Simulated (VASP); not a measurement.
Wanted: the native input for a VASP 6.6.1 run.

| Item | Value |
| --- | --- |
| Task | relaxation of cell and atoms |
| Functional | LDA |
| Potentials or basis | VASP PAW LDA potentials, release 64 (Ba_sv, F) |
| Cutoff | 600 eV |
| k mesh | 8 × 8 × 8 |
| Occupations | gaussian, width 0.02 eV |
| Spin | no spin polarisation |
| Further INCAR settings | ALGO = Normal; EDIFF = 1e-07; IBRION = 2; EDIFFG = -0.005; NSW = 60; ISIF = 3 |

The structure of BaF2 lies in POSCAR:

```
BaF2
1.0
    0.0000000000      3.0800000000      3.0800000000
    3.0800000000      0.0000000000      3.0800000000
    3.0800000000      3.0800000000      0.0000000000
Ba F
1 2
Direct
    0.0000000000      0.0000000000      0.0000000000
    0.2500000000      0.2500000000      0.2500000000
    0.7500000000      0.7500000000      0.7500000000
```

The cell was built by a generator and needn't be a form met in nature.

One way to write it, as run:

INCAR

```
SYSTEM = BaF2
ALGO = Normal
EDIFF = 1E-7
EDIFFG = -0.005
ENCUT = 600
GGA = CA
IBRION = 2
ISIF = 3
ISMEAR = 0
LASPH = .True.
LCHARG = .False.
LREAL = .False.
LWAVE = .False.
NELM = 120
NSW = 60
PREC = Accurate
SIGMA = 0.02
```

KPOINTS

```
k-points
0
Gamma
  8 8 8
  0 0 0
```

Potentials or basis: VASP PAW LDA potentials, release 64 (Ba_sv, F).

The run is started by

```bash
$ cat potpaw_LDA.64/Ba_sv/POTCAR potpaw_LDA.64/F/POTCAR > POTCAR
$ mpirun -np 1 vasp_std > vasp.out
```

It gave:

The relaxed volume is 18.78 Å³/atom. The relaxed cell is a = 4.303 Å, b = 4.303 Å, c = 4.303 Å, α = 60.00°, β = 60.00°, γ = 60.00°. The space group after relaxing (to 0.05 Å) is Fm-3m (No. 225) and the energy gained by relaxing is 5.3 meV/atom. The ionic steps are 3 and the pressure after relaxing is 0.0 GPa. The band gap on the k mesh is 6.61 eV, indirect (least direct gap 6.74 eV).

Caveat: spin-orbit coupling is left out, which moves the levels of the heavy elements.

It took 66 s on 1 thread of AMD EPYC 7R13 Processor (Zen 3) (shared host), peak memory 0.16 GiB.
